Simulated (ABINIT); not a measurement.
# GaSb (F-43m) in ABINIT: settings compared

Aim: see how the results for GaSb move with the level of theory and the settings. Levels: PBEsol, RPBE. Tasks: band structure.

All numbers are computed with ABINIT 10.8.3 (patched build); they aren't measurements. Logs are shortened: lines on timing, memory, paths and dates and some standing lists are left out, and cuts for length are marked. The log counts tension as positive stress, the text compression.

**Experimental background.**

From a printed reference work, data compilation, for a bulk crystal of GaSb at 4.2 K: band gap 0.811 eV (direct).

The runs below are set against these values where they give the same quantity.

### Step 1. Starting point

Symmetry: F-43m, No. 216, cubic system. Conventional cell: a = 6.118 Å, b = 6.118 Å, c = 6.118 Å, α = 90.00°, β = 90.00°, γ = 90.00°. Around Sb (site symmetry -43m) lie 4 Ga at 2.65 Å. Ga (site symmetry -43m) has 4 Sb at 2.65 Å as nearest neighbours.

### Step 2. Band structure, PBEsol

Contents of run.abi:

```
# Datasets: ground state, then fixed potential
ndtset 2

# Pseudopotentials
pp_dirpath "./"
pseudos "Sb.GGA_PBE-JTH.xml, Ga.GGA_PBE-JTH.xml"

# Structure
acell 8.1751050464 8.1751050464 8.1751050464
rprim
     0.0000000000     0.7071067812     0.7071067812
     0.7071067812     0.0000000000     0.7071067812
     0.7071067812     0.7071067812     0.0000000000
ntypat 2
znucl 51 31
natom 2
typat 1 2
xred
     0.7500000000     0.7500000000     0.7500000000
     0.0000000000     0.0000000000     0.0000000000

# Plane-wave basis
ecut 17.0
pawecutdg 34.0

# Exchange and correlation
ixc -116133

# Bands and occupations
occopt 3
tsmear 0.00183747

# SCF cycle
nstep 100

# Output
iomode 3
prtwf 0
prteig 0
prtebands 0
prtden1 1

# Dataset 1
kptopt1 1
ngkpt1 8 8 8
nshiftk1 1
shiftk1 0.0 0.0 0.0
nband1 18
tolvrs1 1.0e-9

# Dataset 2: bands along G-X-W-K-G-L-U-W-L-K
iscf2 -2
getden2 1
nband2 22
nbdbuf2 2
tolwfr2 1.0e-12
kptopt2 -9
ndivsm2 6
prteig2 1
prtvol2 -3
kptbounds2
     0.0000000000     0.0000000000     0.0000000000
     0.5000000000     0.0000000000     0.5000000000
     0.5000000000     0.2500000000     0.7500000000
     0.3750000000     0.3750000000     0.7500000000
     0.0000000000     0.0000000000     0.0000000000
     0.5000000000     0.5000000000     0.5000000000
     0.6250000000     0.2500000000     0.6250000000
     0.5000000000     0.2500000000     0.7500000000
     0.5000000000     0.5000000000     0.5000000000
     0.3750000000     0.3750000000     0.7500000000
```

Potentials or basis: JTH PAW PBE v2.0.

On the command line:

```console
abinit run.abi > log 2>&1
```

run.abo:

```text
.Version 10.8.3 of ABINIT
 DATASET    1 : space group F-4 3 m (#216); Bravais cF (face-center cubic)
================================================================================
 Values of the parameters that define the memory need for DATASET  1.
     intxc =       0    ionmov =       0      iscf =      17    lmnmax =      18
     lnmax =       6     mgfft =      32  mpssoang =       3    mqgrid =    3001
     natom =       2  nloc_mem =       2    nspden =       1   nspinor =       1
    nsppol =       1      nsym =      24    n1xccc =       1    ntypat =       2
    occopt =       3   xclevel =       2
       mpw =        1308          nfft =       32768          nkpt =          29
 PAW method is used; the additional fine FFT grid is defined by:
   mgfftf=        45    nfftf =     91125
================================================================================
================================================================================

 DATASET    2 : space group F-4 3 m (#216); Bravais cF (face-center cubic)
================================================================================
 Values of the parameters that define the memory need for DATASET  2.
     intxc =       0    ionmov =       0      iscf =      -2    lmnmax =      18
     lnmax =       6     mgfft =      32  mpssoang =       3    mqgrid =    3001
     natom =       2  nloc_mem =       2    nspden =       1   nspinor =       1
    nsppol =       1      nsym =      24    n1xccc =       1    ntypat =       2
    occopt =       3   xclevel =       2
       mpw =        1313          nfft =       32768          nkpt =         103
 PAW method is used; the additional fine FFT grid is defined by:
   mgfftf=        45    nfftf =     91125
================================================================================
================================================================================

--------------------------------------------------------------------------------
------------- Echo of variables that govern the present computation ------------
--------------------------------------------------------------------------------
 -outvars: echo values of preprocessed input variables --------
            acell      8.1751050464E+00  8.1751050464E+00  8.1751050464E+00 Bohr
              amu      1.21753000E+02  6.97230000E+01
             ecut      1.70000000E+01 Hartree
           getden1          0
           getden2          1
             iscf1         17
             iscf2         -2
              ixc     -116133
           jdtset        1    2
           kptopt1          1
           kptopt2         -9
         kptrlatt        8    0    0      0    8    0      0    0    8
          kptrlen1     6.54008404E+01
          kptrlen2     3.00000000E+01
            natom           2
            nband1         18
            nband2         22
           nbdbuf1          0
           nbdbuf2          2
           ndtset           2
           ndivsm1          0
           ndivsm2          6
            ngfft          32      32      32
          ngfftdg          45      45      45
             nkpt1         29
             nkpt2        103
            nstep         100
             nsym          24
           ntypat           2
           occopt           3
        pawecutdg      3.40000000E+01 Hartree
         pawxcdev           0
        prtebands           0
           prteig1          0
           prteig2          1
           prtvol1          0
           prtvol2         -3
            prtwf           0
            rprim      0.0000000000E+00  7.0710678120E-01  7.0710678120E-01
                       7.0710678120E-01  0.0000000000E+00  7.0710678120E-01
                       7.0710678120E-01  7.0710678120E-01  0.0000000000E+00
           shiftk1     0.00000000E+00  0.00000000E+00  0.00000000E+00
           shiftk2     5.00000000E-01  5.00000000E-01  5.00000000E-01
          spgroup         216
           tolvrs1     1.00000000E-09
[... 249 lines left out ...]

================================================================================
 Non-SCF case, kpt    1 (  0.00000  0.00000  0.00000), residuals and eigenvalues=
  7.15E-13  5.71E-13  3.95E-13  9.07E-13  2.84E-13  2.80E-13  5.62E-13  6.36E-13
  5.11E-13  8.70E-13  3.39E-13  4.67E-13  5.25E-13  6.56E-13  2.88E-13  5.46E-13
  7.73E-13  3.44E-13  4.58E-13  1.97E-13  1.19E-12  2.34E-13
 -8.8683E-01 -8.8683E-01 -8.8683E-01 -8.8625E-01 -8.8625E-01 -3.8313E-01
 -3.8313E-01 -3.8313E-01 -3.8133E-01 -3.8133E-01 -2.5562E-01  1.6628E-01
  1.6720E-01  1.6720E-01  1.6720E-01  2.6908E-01  2.6908E-01  2.6908E-01
  3.7464E-01  4.8892E-01  4.8892E-01  5.1389E-01
 Non-SCF case, kpt    2 (  0.02941  0.00000  0.02941), residuals and eigenvalues=
  9.81E-13  8.06E-13  3.49E-13  3.20E-13  4.43E-13  6.31E-13  7.83E-13  5.07E-13
  5.10E-13  9.56E-13  5.91E-13  6.54E-13  8.85E-13  7.32E-13  4.47E-13  4.65E-13
[... 799 lines left out ...]
  7.62E-13  7.15E-13  7.85E-13  7.90E-13  5.08E-13  9.92E-13  9.13E-13  8.10E-13
  9.22E-13  1.16E-13  9.39E-13  6.92E-13  8.26E-11  1.33E-08
 -8.8685E-01 -8.8667E-01 -8.8665E-01 -8.8627E-01 -8.8617E-01 -3.8461E-01
 -3.8242E-01 -3.8233E-01 -3.8158E-01 -3.8133E-01 -1.7020E-01 -7.4049E-02
  3.2357E-02  8.9597E-02  2.1939E-01  3.2354E-01  3.9477E-01  4.0635E-01
  4.3877E-01  4.8866E-01  6.0528E-01  6.3035E-01
 Non-SCF case, kpt  103 (  0.37500  0.37500  0.75000), residuals and eigenvalues=
  4.30E-13  5.44E-13  6.74E-13  6.15E-13  6.15E-13  5.04E-13  7.44E-13  5.91E-13
  8.41E-13  5.59E-13  4.10E-13  2.03E-13  7.36E-13  4.23E-13  6.27E-13  7.85E-13
  7.21E-13  8.48E-13  8.03E-13  9.92E-13  1.84E-10  1.61E-08
 -8.8686E-01 -8.8666E-01 -8.8664E-01 -8.8627E-01 -8.8617E-01 -3.8465E-01
 -3.8238E-01 -3.8229E-01 -3.8161E-01 -3.8131E-01 -1.6800E-01 -7.6482E-02
  3.3602E-02  8.6472E-02  2.1668E-01  3.0799E-01  4.0872E-01  4.1772E-01
  4.4269E-01  4.9467E-01  6.1304E-01  6.3879E-01

--- !ResultsGS
iteration_state: {dtset: 2, }
comment   : Summary of ground state results
lattice_vectors:
- [  0.0000000,   5.7806722,   5.7806722, ]
- [  5.7806722,   0.0000000,   5.7806722, ]
- [  5.7806722,   5.7806722,   0.0000000, ]
lattice_lengths: [   8.17511,    8.17511,    8.17511, ]
lattice_angles: [ 60.000,  60.000,  60.000, ] # degrees, (23, 13, 12)
lattice_volume:   3.8633587E+02
convergence: {deltae:  0.000E+00, res2:  0.000E+00, residm:  9.997E-13, diffor:  0.000E+00, }
etotal    :  -1.61682632E+02
entropy   :   0.00000000E+00
fermie    :   1.69099481E-01
cartesian_stress_tensor: null
pressure_GPa: null
xred      :
- [  7.5000E-01,   7.5000E-01,   7.5000E-01, Sb]
- [  0.0000E+00,   0.0000E+00,   0.0000E+00, Ga]
cartesian_forces: null
force_length_stats: {min: null, max: null, mean: null, }
...

 Integrated electronic density in atomic spheres:
 ------------------------------------------------
 Atom  Sphere_radius  Integrated_density
    1        2.40089         12.54782610
    2        2.10359         11.04041499

================================================================================

 ----iterations are completed or convergence reached----

 Mean square residual over all n,k,spin=   60.038E-14; max=  99.969E-14
 reduced coordinates (array xred) for    2 atoms
       0.750000000000      0.750000000000      0.750000000000
       0.000000000000      0.000000000000      0.000000000000

 cartesian coordinates (angstrom) at end:
    1      4.58849999696772     4.58849999696772     4.58849999696772
    2      0.00000000000000     0.00000000000000     0.00000000000000
 length scales=  8.175105046400  8.175105046400  8.175105046400 bohr
              =  4.326079284358  4.326079284358  4.326079284358 angstroms
 Eigenvalues (hartree) for nkpt= 103  k points:
 kpt#   1, nband= 22, wtk=  1.00000, kpt=  0.0000  0.0000  0.0000 (reduced coord)
  -0.88683   -0.88683   -0.88683   -0.88625   -0.88625   -0.38313   -0.38313   -0.38313
  -0.38133   -0.38133   -0.25562    0.16628    0.16720    0.16720    0.16720    0.26908
   0.26908    0.26908    0.37464    0.48892    0.48892    0.51389
 kpt#   2, nband= 22, wtk=  1.00000, kpt=  0.0294  0.0000  0.0294 (reduced coord)
  -0.88683   -0.88683   -0.88683   -0.88625   -0.88624   -0.38314   -0.38312   -0.38312
  -0.38133   -0.38133   -0.25518    0.14882    0.16533    0.16533    0.18436    0.26754
   0.27152    0.27152    0.37741    0.47675    0.48935    0.51481
 kpt#   3, nband= 22, wtk=  1.00000, kpt=  0.0588  0.0000  0.0588 (reduced coord)
  -0.88683   -0.88682   -0.88682   -0.88625   -0.88624   -0.38319   -0.38310   -0.38310
  -0.38134   -0.38133   -0.25386    0.13081    0.16019    0.16019    0.20120    0.26355
   0.27834    0.27834    0.38519    0.45713    0.49062    0.51757
 kpt#   4, nband= 22, wtk=  1.00000, kpt=  0.0882  0.0000  0.0882 (reduced coord)
  -0.88684   -0.88681   -0.88681   -0.88625   -0.88624   -0.38328   -0.38306   -0.38306
  -0.38135   -0.38132   -0.25168    0.11284    0.15287    0.15287    0.21630    0.25877
   0.28846    0.28846    0.39687    0.43769    0.49275    0.52218
 kpt#   5, nband= 22, wtk=  1.00000, kpt=  0.1176  0.0000  0.1176 (reduced coord)
[... 381 lines left out ...]
  -0.38150   -0.38134   -0.17782   -0.06829    0.03939    0.09793    0.22620    0.33819
   0.37343    0.37576    0.44818    0.49013    0.55465    0.62144
 kpt# 101, nband= 22, wtk=  1.00000, kpt=  0.4000  0.4000  0.7000 (reduced coord)
  -0.88684   -0.88669   -0.88665   -0.88626   -0.88618   -0.38455   -0.38246   -0.38237
  -0.38154   -0.38133   -0.17371   -0.07096    0.03416    0.09346    0.22271    0.33738
   0.37747    0.39173    0.44234    0.48770    0.58121    0.62693
 kpt# 102, nband= 22, wtk=  1.00000, kpt=  0.3875  0.3875  0.7250 (reduced coord)
  -0.88685   -0.88667   -0.88665   -0.88627   -0.88617   -0.38461   -0.38242   -0.38233
  -0.38158   -0.38133   -0.17020   -0.07405    0.03236    0.08960    0.21939    0.32354
   0.39477    0.40635    0.43877    0.48866    0.60528    0.63035
 kpt# 103, nband= 22, wtk=  1.00000, kpt=  0.3750  0.3750  0.7500 (reduced coord)
  -0.88686   -0.88666   -0.88664   -0.88627   -0.88617   -0.38465   -0.38238   -0.38229
  -0.38161   -0.38131   -0.16800   -0.07648    0.03360    0.08647    0.21668    0.30799
   0.40872    0.41772    0.44269    0.49467    0.61304    0.63879

== END DATASET(S) ==============================================================
================================================================================

 -outvars: echo values of variables after computation  --------
            acell      8.1751050464E+00  8.1751050464E+00  8.1751050464E+00 Bohr
           etotal1    -1.6168263185E+02
            fcart1     7.2781469083E-31  7.2781469083E-31 -2.1834440725E-30
                      -7.2781469083E-31 -7.2781469083E-31  2.1834440725E-30
            rprim      0.0000000000E+00  7.0710678120E-01  7.0710678120E-01
                       7.0710678120E-01  0.0000000000E+00  7.0710678120E-01
                       7.0710678120E-01  7.0710678120E-01  0.0000000000E+00
           strten1     1.1581045206E-05  1.1581045206E-05  1.1581045206E-05
                       0.0000000000E+00  0.0000000000E+00  0.0000000000E+00
           xangst      4.5884999970E+00  4.5884999970E+00  4.5884999970E+00
                       0.0000000000E+00  0.0000000000E+00  0.0000000000E+00
             xred      7.5000000000E-01  7.5000000000E-01  7.5000000000E-01
                       0.0000000000E+00  0.0000000000E+00  0.0000000000E+00
 Calculation completed.
```

It took 1.7 min on 1 thread of Arm Neoverse V1, shared host; peak memory 0.15 GiB.

Results:

```yaml
Free_energy: -4399.6085 eV
Pressure: -0.3 GPa
Band_gap_on_the_k_mesh: none (metal or under the smearing width)
Valence_electrons_inside_the_program's_atomic_spheres: Sb 12.55; Ga 11.04
```

Levels at the corners of the path, in eV from the Fermi level:
| point | band 10 | band 11 | band 12 | band 13 | band 14 | band 15 | band 16 | band 17 | band 18 | band 19 |
| --- | --- | --- | --- | --- | --- | --- | --- | --- | --- | --- |
| Γ | -14.98 | -11.56 | -0.08 | -0.05 | -0.05 | -0.05 | 2.72 | 2.72 | 2.72 | 5.59 |
| X | -14.98 | -9.11 | -6.86 | -2.63 | -2.63 | 0.80 | 1.12 | 8.64 | 8.64 | 9.94 |
| W | -14.98 | -9.06 | -6.73 | -3.42 | -3.20 | 3.61 | 4.20 | 4.32 | 4.66 | 9.85 |
| K | -14.98 | -9.17 | -6.68 | -3.69 | -2.25 | 1.29 | 3.78 | 6.52 | 6.77 | 7.44 |
| Γ | -14.98 | -11.56 | -0.08 | -0.05 | -0.05 | -0.05 | 2.72 | 2.72 | 2.72 | 5.59 |
| L | -14.98 | -9.93 | -6.44 | -1.21 | -1.21 | 0.30 | 3.68 | 3.68 | 6.29 | 9.21 |
| U | -14.98 | -9.17 | -6.68 | -3.69 | -2.25 | 1.29 | 3.78 | 6.52 | 6.77 | 7.44 |
| W | -14.98 | -9.06 | -6.73 | -3.42 | -3.20 | 3.61 | 4.20 | 4.32 | 4.66 | 9.85 |
| L | -14.98 | -9.93 | -6.44 | -1.21 | -1.21 | 0.30 | 3.68 | 3.68 | 6.29 | 9.21 |
| K | -14.98 | -9.17 | -6.68 | -3.69 | -2.25 | 1.29 | 3.78 | 6.52 | 6.77 | 7.44 |

Caveat: the PAW data sets were made with another functional, which shifts forces and pressure a little; spin-orbit coupling is left out, which moves the levels of the heavy elements; this crystal is a semiconductor, whose small gap the functional closes, so the metal is an error of the method.

### Step 3. Band structure, RPBE

run.abi, as its differences from that of step 2:

```diff
@@ -8,3 +8,3 @@
 # Structure
-acell 8.1751050464 8.1751050464 8.1751050464
+acell 4.3260792873 4.3260792873 4.3260792873 Angstrom
 rprim
@@ -26,3 +26,3 @@
 # Exchange and correlation
-ixc -116133
+ixc 15
 
@@ -40,3 +40,7 @@
 prtebands 0
+enunit 2
 prtden1 1
+prtvha1 1
+prtvclmb1 1
+prtpot1 1
 
@@ -57,5 +61,4 @@
 kptopt2 -9
-ndivsm2 6
+ndivsm2 5
 prteig2 1
-prtvol2 -3
 kptbounds2
```

Potentials or basis: JTH PAW PBE v2.0.

On the command line:

```console
abinit run.abi > log 2>&1
```

It took 84 s on 1 thread of Arm Neoverse V1, shared host; peak memory 0.14 GiB.

Results (log left out):

* Free energy: -4397.2613 eV
* Pressure: 3.7 GPa
* Band gap on the k mesh: 0.12 eV, direct
* Band gap along the path: 0.12 eV, direct
* Valence electrons inside the program's atomic spheres: Sb 12.55; Ga 11.03

Levels at the corners of the path, in eV from the valence-band top:
| point | band 12 | band 13 | band 14 | band 15 | band 16 | band 17 |
| --- | --- | --- | --- | --- | --- | --- |
| Γ | 0.00 | 0.00 | 0.00 | 0.12 | 2.80 | 2.80 |
| X | -6.77 | -2.56 | -2.56 | 0.99 | 1.36 | 8.75 |
| W | -6.63 | -3.32 | -3.10 | 3.72 | 4.42 | 4.46 |
| K | -6.59 | -3.58 | -2.18 | 1.49 | 3.95 | 6.68 |
| Γ | 0.00 | 0.00 | 0.00 | 0.12 | 2.80 | 2.80 |
| L | -6.32 | -1.15 | -1.15 | 0.49 | 3.79 | 3.79 |
| U | -6.59 | -3.58 | -2.18 | 1.49 | 3.95 | 6.68 |
| W | -6.63 | -3.32 | -3.10 | 3.72 | 4.42 | 4.46 |
| L | -6.32 | -1.15 | -1.15 | 0.49 | 3.79 | 3.79 |
| K | -6.59 | -3.58 | -2.18 | 1.49 | 3.95 | 6.68 |

Caveat: the PAW data sets were made with another functional, which shifts forces and pressure a little; spin-orbit coupling is left out, which moves the levels of the heavy elements.

### Step 4. How close it comes

Step 2. Against the measured gap of GaSb, 0.811 eV (direct; 4.2 K; a printed reference work, data compilation), the calculated 0.00 eV is off by -0.81 eV. Spin-orbit coupling on Ga, Sb is left out. The value is that of PBEsol on a finite k mesh, which can miss the band edges, without temperature or zero-point motion. Semilocal functionals fall short of measured gaps as a rule.

Step 3. A measured gap of GaSb is 0.811 eV (direct; 4.2 K; a printed reference work, data compilation); the calculated 0.12 eV misses it by -0.69 eV. Spin-orbit coupling on Ga, Sb is left out. The value is that of RPBE, without temperature or zero-point motion. Semilocal functionals fall short of measured gaps as a rule.
